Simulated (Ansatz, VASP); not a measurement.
**One calculation of Ta, two programs**

Contents of INCAR:

```
PREC = Accurate
ENCUT = 520
EDIFF = 1E-6
ISMEAR = 0
SIGMA = 0.15
LREAL = False
LASPH = True
NELM = 100
ALGO = Fast
ISIF = 2
LWAVE = False
LCHARG = True
GGA = PE
LELF = True
LVHAR = True
NBANDS = 12
```

Contents of KPOINTS:

```
regular mesh
0
Gamma
  20 20 20
```

Contents of POSCAR:

```
Ta
1.0
   -1.6512800000      1.6512800000      1.6512800000
    1.6512800000     -1.6512800000      1.6512800000
    1.6512800000      1.6512800000     -1.6512800000
Ta
1
Direct
    0.0000000000      0.0000000000      0.0000000000
```

Input for Ansatz:

```yaml
crystal:
  lattice:
    - [-1.65128, 1.65128, 1.65128]
    - [1.65128, -1.65128, 1.65128]
    - [1.65128, 1.65128, -1.65128]
  atoms:
    - { symbol: Ta, position: [0.0, 0.0, 0.0] }
basis:
  ecutwfc: 420
kpoints:
  mp_grid: { grid: [20, 20, 20] }
hamiltonian:
  xc: pbe
scf:
  occupations: { method: gaussian, width: 0.15 }
output:
  forces: true
  stress: true
  eigenvalues: true
```

Alike in both runs: task single point; functional PBE; k mesh 20 × 20 × 20; occupations gaussian, width 0.15 eV; no spin polarisation.

|  | VASP | Ansatz |
| --- | --- | --- |
| version | VASP 6.6.1 | Ansatz 0.2.0 |
| potentials or method | VASP PAW PBE potentials, release 64 (Ta_pv) | scalar-relativistic, plane waves, PAW |
| plane-wave cutoff (eV) | 520 | 420 |
| valence electrons in the cell | 11 | 13 |

|  | VASP | Ansatz | Ansatz less VASP |
| --- | --- | --- | --- |
| gap on the k mesh at the Fermi level (eV) | none | none | - |
| pressure (GPa) | 3.3 | 3.1 | -0.13 |

A gap of «none» marks a metal or a gap that the smearing closes. The two sets of potentials don't hold the same shells in valence.

Spin-orbit coupling is left out, which matters for the levels of Ta.
